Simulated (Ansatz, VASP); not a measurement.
**GaN in VASP and in Ansatz**

File INCAR:

```
SYSTEM = GaN
PREC = Accurate ; ENCUT = 520
EDIFF = 1E-6 ; ISMEAR = 0
SIGMA = 0.1 ; LREAL = .FALSE.
LASPH = .TRUE. ; NELM = 100
ALGO = Normal ; ISIF = 2
LWAVE = .FALSE. ; LCHARG = .FALSE.
GGA = PE ; NBANDS = 16
```

KPOINTS

```
Automatic mesh
0
G
  8 8 8
  0 0 0
```

Contents of POSCAR:

```
GaN
1.0
    0.0000000000      2.2535006100      2.2535006100
    2.2535006100      0.0000000000      2.2535006100
    2.2535006100      2.2535006100      0.0000000000
Ga N
1 1
Direct
    0.0000000000      0.0000000000      0.0000000000
    0.2500000000      0.2500000000      0.2500000000
```

Input for Ansatz:

```yaml
crystal:
  lattice:
    - [0.0, 2.25350061, 2.25350061]
    - [2.25350061, 0.0, 2.25350061]
    - [2.25350061, 2.25350061, 0.0]
  atoms:
    - { symbol: Ga, position: [0.0, 0.0, 0.0] }
    - { symbol: "N", position: [0.25, 0.25, 0.25] }
basis:
  ecutwfc: 420
kpoints:
  mp_grid: { grid: [8, 8, 8] }
hamiltonian:
  xc: pbe
  pseudopotentials: { kind: paw, azcp: { folder: soft_1 } }
scf:
  occupations: { method: gaussian, width: 0.1 }
output:
  forces: true
  stress: true
  eigenvalues: true
```

The cell is a database's computed one.

Alike in both runs: task single point; functional PBE; k mesh 8 × 8 × 8; occupations gaussian, width 0.1 eV; no spin polarisation.

|  | VASP | Ansatz |
| --- | --- | --- |
| version | VASP 6.6.1 | Ansatz 0.2.0 |
| potentials or method | VASP PAW PBE potentials, release 64 (Ga_d, N) | scalar-relativistic, plane waves, PAW |
| plane-wave cutoff (eV) | 520 | 420 |
| valence electrons in the cell | 18 | 18 |

```tsv
	VASP	Ansatz	Ansatz less VASP
gap on the k mesh at the Fermi level (eV)	1.72	1.72	-0.006
least direct gap on the mesh (eV)	1.72	1.72	-0.006
pressure (GPa)	5.1	5.1	-0.03
```

PBE gaps usually lie below the measured ones, often by a third to a half.
